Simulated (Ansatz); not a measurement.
# InSb: the cost of one run

Computed with Ansatz 0.2.0 (DFT PBE, scalar-relativistic, unless a step's input says otherwise).

**1. Starting point**

Symmetry: F-43m, No. 216, cubic system. Conventional cell: a = 6.478 Å, b = 6.478 Å, c = 6.478 Å, α = 90.00°, β = 90.00°, γ = 90.00°. In (site symmetry -43m) is surrounded by 4 Sb at 2.81 Å. Sb (site symmetry -43m) has 4 In at 2.81 Å as nearest neighbours.

Coordinates:

```xyz
2
Lattice="0.0000 3.2391 3.2391 3.2391 0.0000 3.2391 3.2391 3.2391 0.0000" Properties=species:S:1:pos:R:3 pbc="T T T"
In    0.0000    0.0000    0.0000
Sb    4.8586    4.8586    4.8586
```

Atoms are numbered in the order of the input: In1, Sb2.

**2. After the deformation**

Space group F-43m before, I-4m2 after.

**3. LAPW, all electrons**

Contents of input.yaml:

```yaml
crystal:
  lattice:
    - [0.0, 3.174318, 3.2391]
    - [3.174318, 0.0, 3.2391]
    - [3.174318, 3.174318, 0.0]
  atoms:
    - { symbol: In, position: [0.0, 0.0, 0.0] }
    - { symbol: Sb, position: [0.75, 0.75, 0.75] }
kpoints:
  mp_grid: { grid: [10, 10, 10] }
  band_path:
    path:
      - [0.0, 0.0, 0.0]
      - [0.5, 0.0, 0.5]
      - [0.75, 0.25, 0.5]
      - [0.5, 0.5, 0.5]
      - [0.0, 0.0, 0.0]
      - [0.5, 0.5, 0.0]
      - [0.62995, 0.62995, 0.2599]
      - [0.37005, 0.37005, 0.7401]
      - [0.0, 0.0, 0.0]
    npoints: 5
scf:
  occupations: { method: fermi_dirac, width: 0.03 }
hamiltonian:
  xc: pbe
  pseudopotentials: { kind: all_electron, lapw: { basis_error: 0.00025 } }
output:
  forces: true
  stress: true
  eigenvalues: true
```

Command:

```bash
> ansatz run input.yaml --threads 1 --pin off --max-ram 3072MiB --backend cpu --events-out ev --progress --plain --runs-dir out
```

**Question.** How long does this run take on 1 thread of Arm Neoverse V2, shared host, and how much memory does it need?

About 86 s, with a peak of 0.61 GiB.
